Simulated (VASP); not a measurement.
# Ge17Se15 (a cell with a defect) in VASP: further runs, part 2 of 2

VASP 6.6.1. The steps go on from the part before.

## (3) Single point, HSE06

Contents of POSCAR:

```
Ge17Se15                                
1.0
    0.0000000000      7.7675420000     -4.5225270000
    0.0000000000     -7.7675420000     -4.5225270000
  -11.1847690000      0.0000000000      0.0000000000
  Ge              Se            
    17    15
Direct
     0.0381980008895155    0.1628839857058135    0.9492244807888779
     0.2454902735195570    0.8622798194558347    0.8786351652465983
     0.7376812504375220    0.3702574047707962    0.8785761468958705
     0.4852266120370091    0.6098714229890783    0.8711461827357754
     0.1246509763291309    0.2493006440593941    0.3648799997435066
     0.3835392356818639    0.0059289400574800    0.3695536428668377
     0.8814506015169394    0.5082963305590180    0.3696159535188580
     0.6322801493422959    0.7569548436233324    0.3740374416855364
     0.1056026754495706    0.4803409152558819    0.6306650522216815
     0.3555736193034191    0.2303026006532258    0.6306124838456529
     0.8726033691405446    0.7566251564583889    0.6193553664085493
     0.6317694426418795    0.9972659791369136    0.6193214040165677
     0.2543843149792411    0.6265110930649391    0.1163761237433317
     0.5019451441351404    0.3790514888692225    0.1164179661518343
     0.0061862570056524    0.8834935890070107    0.1244666103833981
     0.7591224861313595    0.1309443132720520    0.1246883192982435
     0.1945574675736577    0.3192003444410788    0.1428269064827288
     0.4422937610410833    0.0666105060308345    0.1423654880418100
     0.9418205772031837    0.5664120110490660    0.1422907764609120
     0.6922260107285465    0.8167423986536692    0.1464516190722837
     0.4214773557440532    0.5461794154850353    0.6443823827982904
     0.6828632566026061    0.3055546176135795    0.6472218630109531
     0.1807802164998463    0.8075162372863115    0.6472186116319586
     0.9376586275843113    0.0623652402479013    0.6513541984156109
     0.8098747505631394    0.1868824151328518    0.3503765881678302
     0.0622781530794291    0.9344633430545374    0.3500482181302579
     0.5690807145275516    0.4441255875006605    0.3461841187542549
     0.3194645316914240    0.6935769980414414    0.3462172002541941
     0.0642555558377531    0.4506999167311910    0.8602191485451782
     0.3258707883159664    0.1887840182557148    0.8602021522162151
     0.7999237379536490    0.6790821050801856    0.8470885869788863
     0.5543841765131504    0.9246159884575578    0.8471006514875042
```

Contents of INCAR.step1:

```
SYSTEM = Ge17Se15
ALGO = Normal ; EDIFF = 1E-5
ENCUT = 400 ; GGA = PE
ICORELEVEL = 1 ; ISIF = 2
ISMEAR = 0 ; LASPH = .TRUE.
LCHARG = .FALSE. ; LREAL = Auto
LUSENCCL = .FALSE. ; LWAVE = .TRUE.
NELECT = 330.0 ; NELM = 80
PREC = Normal ; SIGMA = 0.01
```

Contents of INCAR.step2:

```
SYSTEM = Ge17Se15
ALGO = Normal ; EDIFF = 1E-6
ENCUT = 400 ; GGA = PE
HFSCREEN = 0.2 ; ICORELEVEL = 1
ISIF = 2 ; ISMEAR = 0
ISTART = 1 ; LASPH = .TRUE.
LCHARG = .FALSE. ; LHFCALC = .TRUE.
LREAL = Auto ; LUSENCCL = .FALSE.
LWAVE = .FALSE. ; NELECT = 330.0
NELM = 80 ; PREC = Normal
PRECFOCK = Fast ; SIGMA = 0.01
```

Contents of KPOINTS:

```
k-points
0
G
  1 1 1
  0 0 0
```

Potentials or basis: VASP PAW PBE potentials, release 64 (Ge_d, Se).

Run with:

```console
$ cat potpaw_PBE.64/Ge_d/POTCAR potpaw_PBE.64/Se/POTCAR > POTCAR
$ cp INCAR.step1 INCAR
$ mpirun -np 1 vasp_gam > vasp.out
$ cp INCAR.step2 INCAR
$ mpirun -np 1 vasp_gam > vasp.out
```

OUTCAR:

```text
SYSTEM = Ge17Se15
   EDIFF = 1E-6
   ENCUT = 400
   GGA = PE
   HFSCREEN = 0.2
   ISIF = 2
   ISMEAR = 0
   ISTART = 1
   LASPH = .TRUE.
   LHFCALC = .TRUE.
   LREAL = Auto
   NELECT = 330.0
   NELM = 80
   PREC = Normal
   PRECFOCK = Fast

[... 522 lines left out ...]
  --------------------------------------------------------------------------------------
  -------------------------------------------------------------------------------------
  Total       10.6747589      5.1209675     -7.1030010     -0.0003810     -0.0033678      1.0757393
  in kB       21.7644083     10.4409691    -14.4820707     -0.0007768     -0.0068665      2.1932889
  external PRESSURE =       5.9077689 kB  Pullay stress =       0.0000000 kB

 VOLUME and BASIS-vectors are now :
 -----------------------------------------------------------------------------
  energy-cutoff  :      400.00
  volume of cell :      785.82
      direct lattice vectors                 reciprocal lattice vectors
     0.000000000  7.767542000 -4.522527000     0.000000000  0.064370428 -0.110557659
     0.000000000 -7.767542000 -4.522527000    -0.000000000 -0.064370428 -0.110557659
   -11.184769000  0.000000000  0.000000000    -0.089407300  0.000000000 -0.000000000

 POSITION                                       TOTAL-FORCE (eV/Angst)
 -----------------------------------------------------------------------------------
    -10.61686     -0.96850     -0.90940        -0.508810      0.001905     -0.357608
     -9.82733     -4.79094     -5.00992         0.369083      0.189989      0.005127
     -9.82667      2.85398     -5.01068         0.366851     -0.187327      0.006975
     -9.74357     -0.96818     -4.95261         0.303600     -0.002043      0.180081
     -4.08110     -0.96822     -1.69121         0.554544      0.002031      0.049545
     -4.13337      2.93310     -1.76138         0.412302      0.057888     -0.050202
[... 24 lines left out ...]
     -9.47449      0.93864     -6.68884        -0.021188      0.145072      0.376684
     -9.47463     -2.87579     -6.68882        -0.018982     -0.148381      0.380348
 -----------------------------------------------------------------------------------
    total drift:                                0.013371     -0.014393     -0.043516

  FREE ENERGIE OF THE ION-ELECTRON SYSTEM (eV)
  ---------------------------------------------------
  free  energy   TOTEN  =      -155.9127301088 eV

  energy  without entropy=     -155.9127301088  energy(sigma->0) =     -155.91273011
```

OUTCAR.step1:

```text
SYSTEM = Ge17Se15
   EDIFF = 1E-5
   ENCUT = 400
   GGA = PE
   ISIF = 2
   ISMEAR = 0
   LASPH = .TRUE.
   LREAL = Auto
[... 540 lines left out ...]
     -4.13337      2.93310     -1.76138         0.200116      0.030004     -0.250258
[... 24 lines left out ...]
     -9.47449      0.93864     -6.68884        -0.165333      0.124754      0.168359
     -9.47463     -2.87579     -6.68882        -0.163053     -0.128350      0.171996
 -----------------------------------------------------------------------------------
    total drift:                                0.026981     -0.016175     -0.051665

  FREE ENERGIE OF THE ION-ELECTRON SYSTEM (eV)
  ---------------------------------------------------
  free  energy   TOTEN  =      -126.9562313918 eV

  energy  without entropy=     -126.9562313918  energy(sigma->0) =     -126.95623139
```

OSZICAR.step1:

```text
N       E                     dE             d eps       ncg     rms          rms(c)
DAV:   1     0.610503920898E+04    0.61050E+04   -0.11910E+05   516   0.358E+03
DAV:   2     0.136810682518E+04   -0.47369E+04   -0.45571E+04   396   0.928E+02
DAV:   3     0.877652285242E+02   -0.12803E+04   -0.12058E+04   474   0.264E+02
DAV:   4    -0.115290800770E+03   -0.20306E+03   -0.19127E+03   472   0.107E+02
DAV:   5    -0.128461725570E+03   -0.13171E+02   -0.12981E+02   456   0.264E+01    0.134E+01
DAV:   6    -0.127002643441E+03    0.14591E+01   -0.61424E+00   576   0.974E+00    0.796E+00
DAV:   7    -0.126992237451E+03    0.10406E-01   -0.26977E+00   512   0.425E+00    0.216E+00
DAV:   8    -0.126952685361E+03    0.39552E-01   -0.55022E-01   504   0.297E+00    0.746E-01
DAV:   9    -0.126954758998E+03   -0.20736E-02   -0.67348E-02   464   0.102E+00    0.297E-01
DAV:  10    -0.126955894715E+03   -0.11357E-02   -0.76201E-03   472   0.332E-01    0.150E-01
DAV:  11    -0.126956191226E+03   -0.29651E-03   -0.13606E-03   512   0.143E-01    0.485E-02
DAV:  12    -0.126956212349E+03   -0.21123E-04   -0.20802E-04   480   0.763E-02    0.241E-02
DAV:  13    -0.126956231483E+03   -0.19134E-04   -0.59216E-05   384   0.475E-02    0.779E-03
DAV:  14    -0.126956231392E+03    0.91142E-07   -0.70852E-06   240   0.223E-02
   1 F= -.12695623E+03 E0= -.12695623E+03  d E =-.652746E-35
```

It took 11 min on 1 × NVIDIA H100 80GB with 1 thread of AMD EPYC 7R13 (Zen 3), shared host; peak memory 1.3 GiB.

What came out:

* Free energy: -155.9127 eV
* Largest force: 0.622 eV/Å
* Band gap on the k mesh: 1.35 eV, direct

Forces on the atoms (eV/Å):
```
Ge  -0.509  0.002 -0.358
Ge   0.369  0.190  0.005
Ge   0.367 -0.187  0.007
Ge   0.304 -0.002  0.180
Ge   0.555  0.002  0.050
Ge   0.412  0.058 -0.050
Ge   0.417 -0.059 -0.048
Ge   0.398  0.004 -0.107
Ge  -0.466  0.074  0.041
Ge  -0.468 -0.072  0.039
Ge  -0.343  0.021 -0.183
Ge  -0.347 -0.018 -0.188
Ge  -0.282  0.019 -0.008
Ge  -0.282 -0.018 -0.011
Ge  -0.276 -0.020 -0.030
Ge  -0.281  0.022 -0.036
Ge   0.058  0.002  0.165
Se  -0.065  0.102 -0.023
Se  -0.065 -0.106 -0.022
Se  -0.139 -0.005 -0.201
Se   0.010 -0.002  0.296
Se  -0.037  0.020  0.003
Se  -0.037 -0.016 -0.005
Se   0.305 -0.005  0.148
Se   0.177  0.120  0.031
Se   0.169 -0.121  0.036
Se   0.029  0.004 -0.053
Se   0.033 -0.005 -0.045
Se   0.016  0.089 -0.192
Se   0.017 -0.090 -0.197
Se  -0.021  0.145  0.377
Se  -0.019 -0.148  0.380
```

Levels at points of the mesh, in eV from the valence-band top:
| k point | band 162 | band 163 | band 164 | band 165 | band 166 | band 167 | band 168 | band 169 |
| --- | --- | --- | --- | --- | --- | --- | --- | --- |
| (0.00, 0.00, 0.00) | -0.59 | -0.43 | -0.17 | 0.00 | 1.35 | 1.58 | 1.71 | 1.81 |

Core levels (eV, on the scale of the bands):
| atom | levels |
| --- | --- |
| 1 Ge | 1s -10950.1, 2s -1361.9, 2p -1188.7, 3s -159.2, 3p -106.4 |
| 2 Ge | 1s -10950.6, 2s -1362.4, 2p -1189.2, 3s -159.7, 3p -106.9 |
| 3 Ge | 1s -10950.6, 2s -1362.4, 2p -1189.2, 3s -159.7, 3p -106.9 |
| 4 Ge | 1s -10950.6, 2s -1362.3, 2p -1189.2, 3s -159.7, 3p -106.9 |
| 5 Ge | 1s -10950.1, 2s -1361.8, 2p -1188.7, 3s -159.2, 3p -106.3 |
| 6 Ge | 1s -10950.6, 2s -1362.4, 2p -1189.2, 3s -159.7, 3p -106.9 |

Caveat: the cell is charged against a uniform background, so pressure and absolute levels hang on convention; the PAW data sets were made with another functional, which shifts forces and pressure a little.
